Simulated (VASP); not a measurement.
**VASP inputs for AlN (rocksalt)**

INCAR, step 1 (ground state)

```
LWAVE = .TRUE.
LASPH = .TRUE.
LREAL = .FALSE.
PREC = Accurate
GGA = PE
EDIFF = 1E-7
NELM = 120
ISMEAR = 0
SIGMA = 0.01
LCHARG = .FALSE.
ENCUT = 500
```

INCAR, step 2 (empty bands)

```
ALGO = Exact
ISMEAR = 0
NBANDS = 53
LREAL = .FALSE.
LWAVE = .TRUE.
LOPTICS = .TRUE.
SIGMA = 0.01
LASPH = .TRUE.
LCHARG = .FALSE.
ISTART = 1
PREC = Accurate
EDIFF = 1E-7
GGA = PE
NELM = 1
ENCUT = 500
```

INCAR, step 3 (GW)

```
NELMGW = 3
LASPH = .TRUE.
ISTART = 1
NBANDS = 53
SIGMA = 0.01
LREAL = .FALSE.
NELM = 120
LCHARG = .FALSE.
ISMEAR = 0
GGA = PE
NOMEGA = 64
ALGO = EVGW0
EDIFF = 1E-7
PREC = Accurate
LWAVE = .FALSE.
NBANDSGW = 12
ENCUT = 500
PRECFOCK = Fast
ENCUTGWSOFT = 120
ENCUTGW = 120
```

KPOINTS

```
KPOINTS created by Atomic Simulation Environment
0
Gamma
6 6 6
0 0 0
```

POSCAR

```
Al N
 1.0000000000000000
     0.0000000000000000    2.0188684536385382    2.0188684536385382
     2.0188684536385382    0.0000000000000000    2.0188684536385382
     2.0188684536385382    2.0188684536385382    0.0000000000000000
 Al  N
   1   1
Cartesian
 -0.0000000000000000 -0.0000000000000000  0.0000000000000000
  2.0188684536385382  2.0188684536385382  2.0188684536385382
```

VASP ran with the GW set of PAW datasets (8 valence electrons in the cell).

What does this run give?

PBE gap on the mesh 4.65 eV; G₀W₀ gap on the mesh 6.18 eV.

How does updating the eigenvalues in G change the gap?

Gap on the mesh by iteration: 6.18, 6.39, 6.42 eV.
